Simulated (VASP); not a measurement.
# Nb (Im-3m) in VASP: elastic constants with PBE

Aim: the elastic constants of Nb with PBE.

Everything below comes from runs of VASP 6.6.1. Logs are shortened: lines on timing, memory, paths and dates and some standing lists are left out, and cuts for length are marked.

## Step 1: Starting point

It takes space group Im-3m (No. 229, cubic). The conventional cell has a = 3.328 Å, b = 3.328 Å, c = 3.328 Å, α = 90.00°, β = 90.00°, γ = 90.00°. Around Nb (site symmetry m-3m) lie 8 Nb at 2.88 Å.

## Step 2: Elastic constants, PBE

POSCAR reads:

```
Nb
1.0
   -1.6639500000      1.6639500000      1.6639500000
    1.6639500000     -1.6639500000      1.6639500000
    1.6639500000      1.6639500000     -1.6639500000
Nb
1
Direct
    0.0000000000      0.0000000000      0.0000000000
```

INCAR.step1 reads:

```
SYSTEM = Nb
ALGO     = Normal         ! electronic algorithm
EDIFF    = 1E-8           ! SCF threshold, eV
EDIFFG   = -0.002         ! ionic threshold
ENCUT    = 600            ! plane-wave cutoff, eV
GGA      = PE             ! functional
IBRION   = 2              ! ionic algorithm
ISIF     = 3              ! what is computed and relaxed
ISMEAR   = 0              ! smearing method
LASPH    = .True.         ! aspherical terms in the spheres
LCHARG   = .False.        ! write CHGCAR
LREAL    = .False.        ! projectors in reciprocal space
LWAVE    = .False.        ! write WAVECAR
NELM     = 80             ! most SCF steps
NSW      = 40             ! ionic steps
PREC     = Accurate       ! precision mode
SIGMA    = 0.1            ! smearing width, eV
```

INCAR.step2 reads:

```
SYSTEM = Nb
ALGO     = Normal         ! electronic algorithm
EDIFF    = 1E-8           ! SCF threshold, eV
ENCUT    = 600            ! plane-wave cutoff, eV
GGA      = PE             ! functional
IBRION   = 6              ! ionic algorithm
ISIF     = 3              ! what is computed and relaxed
ISMEAR   = 0              ! smearing method
LASPH    = .True.         ! aspherical terms in the spheres
LCHARG   = .False.        ! write CHGCAR
LREAL    = .False.        ! projectors in reciprocal space
LWAVE    = .False.        ! write WAVECAR
NELM     = 80             ! most SCF steps
NFREE    = 2            
NSW      = 1              ! ionic steps
POTIM    = 0.015          ! step
PREC     = Accurate       ! precision mode
SIGMA    = 0.1            ! smearing width, eV
```

KPOINTS reads:

```
k-points
0
Gamma
  18 18 18
  0 0 0
```

Potentials or basis: VASP PAW PBE potentials, release 64 (Nb_sv).

Run with:

```bash
cat potpaw_PBE.64/Nb_sv/POTCAR > POTCAR
cp INCAR.step1 INCAR
mpirun -np 1 vasp_std > vasp.out
cp CONTCAR POSCAR
cp INCAR.step2 INCAR
mpirun -np 1 vasp_std > vasp.out
```

OUTCAR:

```text
SYSTEM = Nb
   EDIFF = 1E-8
   ENCUT = 600
   GGA = PE
   IBRION = 6
   ISIF = 3
   ISMEAR = 0
   LASPH = .True.
   LREAL = .False.
   NELM = 80
   NFREE = 2
   NSW = 1
   POTIM = 0.015
   PREC = Accurate

 ion  position               nearest neighbor table
   1  0.000  0.000  0.000-

  LATTYP: Found a body centered cubic cell.
 ALAT       =     3.3091911434

  Lattice vectors:

 A1 = (  -1.6545955717,   1.6545955717,   1.6545955717)
 A2 = (   1.6545955717,  -1.6545955717,   1.6545955717)
 A3 = (   1.6545955717,   1.6545955717,  -1.6545955717)

Analysis of symmetry for initial positions (statically):
=====================================================================
 Subroutine PRICEL returns:
 Original cell was already a primitive cell.

 Routine SETGRP: Setting up the symmetry group for a
 body centered cubic supercell.

 Subroutine GETGRP returns: Found 48 space group operations
 (whereof 48 operations were pure point group operations)
 out of a pool of 48 trial point group operations.

The static configuration has the point symmetry O_h .

Analysis of symmetry for dynamics (positions and initial velocities):
=====================================================================
 Subroutine PRICEL returns:
 Original cell was already a primitive cell.

 Routine SETGRP: Setting up the symmetry group for a
 body centered cubic supercell.

 Subroutine GETGRP returns: Found 48 space group operations
 (whereof 48 operations were pure point group operations)
 out of a pool of 48 trial point group operations.

The dynamic configuration has the point symmetry O_h .

 Subroutine INISYM returns: Found 48 space group operations
 (whereof 48 operations are pure point group operations),
 and found     1 'primitive' translations

----------------------------------------------------------------------------------------

                                     Primitive cell

  volume of cell :      18.1191

  direct lattice vectors                    reciprocal lattice vectors
    -1.654595572  1.654595572  1.654595572     0.000000000  0.302188649  0.302188649
     1.654595572 -1.654595572  1.654595572     0.302188649  0.000000000  0.302188649
     1.654595572  1.654595572 -1.654595572     0.302188649  0.302188649  0.000000000

  length of vectors
     2.865843596  2.865843596  2.865843596     0.427359285  0.427359285  0.427359285

  position of ions in fractional coordinates (direct lattice)
     0.000000000  0.000000000  0.000000000

  ion indices of the primitive-cell ions
   primitive index   ion index
                 1           1

----------------------------------------------------------------------------------------

 KPOINTS: k-points

Automatic generation of k-mesh.
 Grid dimensions read from file:
 generate k-points for:   18   18   18

 Generating k-lattice:

  Cartesian coordinates                     Fractional coordinates (reciprocal lattice)
     0.000000000  0.016788258  0.016788258     0.055555556  0.000000000  0.000000000
     0.016788258  0.000000000  0.016788258     0.000000000  0.055555556  0.000000000
     0.016788258  0.016788258  0.000000000     0.000000000  0.000000000  0.055555556

  Length of vectors
[... 100 lines left out ...]
  ext. energy  EPLUGINS =         0.00000000
  ---------------------------------------------------
  free energy    TOTEN  =       -10.21975959 eV

  energy without entropy =      -10.21138828  energy(sigma->0) =      -10.21557394

------------------------ aborting loop because EDIFF is reached ----------------------------------------

  FORCE on cell =-STRESS in cart. coord.  units (eV):
  Direction    XX          YY          ZZ          XY          YZ          ZX
  --------------------------------------------------------------------------------------
  -------------------------------------------------------------------------------------
  Total        0.0006345      0.0006345      0.0006345      0.0000000      0.0000000     -0.0000000
  in kB        0.0561014      0.0561014      0.0561014      0.0000000      0.0000000     -0.0000000
  external PRESSURE =       0.0561014 kB  Pullay stress =       0.0000000 kB
[... 86 lines left out ...]
  FREE ENERGIE OF THE ION-ELECTRON SYSTEM (eV)
  ---------------------------------------------------
  free  energy   TOTEN  =       -10.2165560153 eV

  energy  without entropy=      -10.2082211166  energy(sigma->0) =      -10.21238857

[... ionic steps 4 to 12 ...]

--------------------------------------- Ionic step       13  -------------------------------------------

 number of electron      13.0000000 magnetization

------------------------ aborting loop because EDIFF is reached ----------------------------------------
[... 65 lines left out ...]
--------------------------------------- Ionic step       15  -------------------------------------------

 number of electron      13.0000000 magnetization

 Free energy of the ion-electron system (eV)
  ---------------------------------------------------
  ext. energy  EPLUGINS =         0.00000000
  ---------------------------------------------------
  free energy    TOTEN  =       -10.21975995 eV

  energy without entropy =      -10.21138864  energy(sigma->0) =      -10.21557430

 E-fermi :  11.0763     XC(G=0): -12.4701

 val. band max:       11.0717776175   @ k =   0.3333   0.2222  -0.0000
 cond. band min:      11.0835089059   @ k =   0.2778   0.0556   0.0000
 fundamental gap:      0.0117312884
 Fermi energy:        11.0762530763

 k-point     1 :       0.0000    0.0000    0.0000
  band No.  band energies     occupation
      1     -43.2841      2.00000
      2     -18.5937      2.00000
      3     -18.5937      2.00000
      4     -18.5937      2.00000
      5       5.1598      2.00000
      6      11.4621      0.00000
      7      11.4621      0.00000
      8      11.4621      0.00000
      9      14.3519      0.00000
     10      14.3519      0.00000
[... 287 lines left out ...]
 k-point    24 :       0.3889    0.1111    0.0000
  band No.  band energies     occupation
      1     -43.0446      2.00000
      2     -19.8419      2.00000
      3     -19.0518      2.00000
      4     -18.6633      2.00000
      5       7.7802      2.00000
      6       9.5861      2.00000
      7      12.1885      0.00000
      8      14.2366      0.00000
      9      15.3075      0.00000
     10      17.7748      0.00000

 [... further k-points ...]

------------------------ aborting loop because EDIFF is reached ----------------------------------------

  FORCE on cell =-STRESS in cart. coord.  units (eV):
  Direction    XX          YY          ZZ          XY          YZ          ZX
  --------------------------------------------------------------------------------------
  -------------------------------------------------------------------------------------
  Total        0.0007318      0.0007318      0.0007318      0.0000000      0.0000000     -0.0000000
  in kB        0.0647125      0.0647125      0.0647125      0.0000000      0.0000000     -0.0000000
  external PRESSURE =       0.0647125 kB  Pullay stress =       0.0000000 kB
[... 16 lines left out ...]
  FREE ENERGIE OF THE ION-ELECTRON SYSTEM (eV)
  ---------------------------------------------------
  free  energy   TOTEN  =       -10.2197599496 eV

  energy  without entropy=      -10.2113886414  energy(sigma->0) =      -10.21557430

 INTERNAL STRAIN TENSORS FROM STRAINED CELLS
 ============================================

 INTERNAL STRAIN TENSOR FOR ION    1 for displacements in x,y,z  (eV/Angst):
          X           Y           Z          XY          YZ          ZX
  --------------------------------------------------------------------------------
  x    -0.00000     0.00000     0.00000     0.00000     0.00000    -0.00000
  y    -0.00000    -0.00000    -0.00000     0.00000     0.00000     0.00000
  z     0.00000    -0.00000    -0.00000    -0.00000    -0.00000     0.00000

 INTERNAL STRAIN TENSORS FROM DISPLACED ATOMS
 ============================================

 INTERNAL STRAIN TENSOR FOR ION    1 for displacements in x,y,z  (eV/Angst):
          X           Y           Z          XY          YZ          ZX
  --------------------------------------------------------------------------------
  x     0.00000     0.00000     0.00000     0.00000     0.00000     0.00000
  y     0.00000     0.00000     0.00000     0.00000     0.00000     0.00000
  z     0.00000     0.00000     0.00000     0.00000     0.00000     0.00000

 Eigenvectors and eigenvalues of the dynamical matrix
 ----------------------------------------------------

   1 f  =    0.000000 THz     0.000000 2PiTHz    0.000000 cm-1     0.000000 meV
             X         Y         Z           dx          dy          dz
      0.000000  0.000000  0.000000     1.000000    0.000000    0.000000

   2 f  =    0.000000 THz     0.000000 2PiTHz    0.000000 cm-1     0.000000 meV
             X         Y         Z           dx          dy          dz
      0.000000  0.000000  0.000000     0.000000    1.000000    0.000000

   3 f  =    0.000000 THz     0.000000 2PiTHz    0.000000 cm-1     0.000000 meV
             X         Y         Z           dx          dy          dz
      0.000000  0.000000  0.000000     0.000000    0.000000    1.000000

--------------------------------------------------------------------------------------------------------

 ELASTIC MODULI CONTR FROM IONIC RELAXATION (kBar)
 Direction    XX          YY          ZZ          XY          YZ          ZX
 --------------------------------------------------------------------------------
 XX           0.0000      0.0000      0.0000      0.0000      0.0000      0.0000
 YY           0.0000      0.0000      0.0000      0.0000      0.0000      0.0000
 ZZ           0.0000      0.0000      0.0000      0.0000      0.0000      0.0000
 XY           0.0000      0.0000      0.0000      0.0000      0.0000      0.0000
 YZ           0.0000      0.0000      0.0000      0.0000      0.0000      0.0000
 ZX           0.0000      0.0000      0.0000      0.0000      0.0000      0.0000
 --------------------------------------------------------------------------------

 TOTAL ELASTIC MODULI (kBar)
 Direction    XX          YY          ZZ          XY          YZ          ZX
 --------------------------------------------------------------------------------
 XX        2447.8593   1315.8564   1315.8564      0.0000      0.0000     -0.0000
 YY        1315.8564   2447.8593   1315.8564     -0.0000     -0.0000      0.0000
 ZZ        1315.8564   1315.8564   2447.8593      0.0000      0.0000     -0.0000
 XY           0.0000     -0.0000      0.0000     97.4101     -0.0000      0.0000
 YZ           0.0000     -0.0000      0.0000     -0.0000     97.4101      0.0000
 ZX          -0.0000      0.0000     -0.0000      0.0000      0.0000     97.4101
 --------------------------------------------------------------------------------
```

Run time: 13 min. Hardware: 1 thread of Intel Xeon 6975P-C (Granite Rapids), shared host; peak memory 0.69 GiB.

What came out:

```yaml
Relaxed_volume: 18.12 Å³/atom
Relaxed_cell: a = 2.866 Å, b = 2.866 Å, c = 2.866 Å, α = 109.47°, β = 109.47°, γ = 109.47°
Space_group_after_relaxing_to_0.05_Å: Im-3m (No. 229)
Elastic_constants_C11_C12_C44: 245, 132, 10 GPa
Voigt_bulk_modulus: 169 GPa
```

The path:
```csv
step,energy change (eV),largest force (eV/Å),pressure (GPa),volume (Å³)
1,0.0000,0.0000,-2.77,18.43
2,0.0058,0.0000,5.28,17.59
3,-0.0027,0.0000,-0.02,18.12
4,-0.0027,0.0000,0.04,18.12
5,-0.0027,0.0000,-0.05,18.13
6,-0.0027,0.0000,0.01,18.12
```

Final structure:
```
CELL_PARAMETERS angstrom
-1.65460 1.65460 1.65460
1.65460 -1.65460 1.65460
1.65460 1.65460 -1.65460
ATOMIC_POSITIONS crystal
Nb 0.00000 0.00000 0.00000
```

Elastic tensor in Voigt notation (GPa, in the Cartesian axes of the cell as first typed):
```
245 132 132   0   0   0
132 245 132   0   0   0
132 132 245   0   0   0
  0   0   0  10   0   0
  0   0   0   0  10   0
  0   0   0   0   0  10
```

Clamped-ion elastic tensor (GPa):
```
245 132 132   0   0   0
132 245 132   0   0   0
132 132 245   0   0   0
  0   0   0  10   0   0
  0   0   0   0  10   0
  0   0   0   0   0  10
```
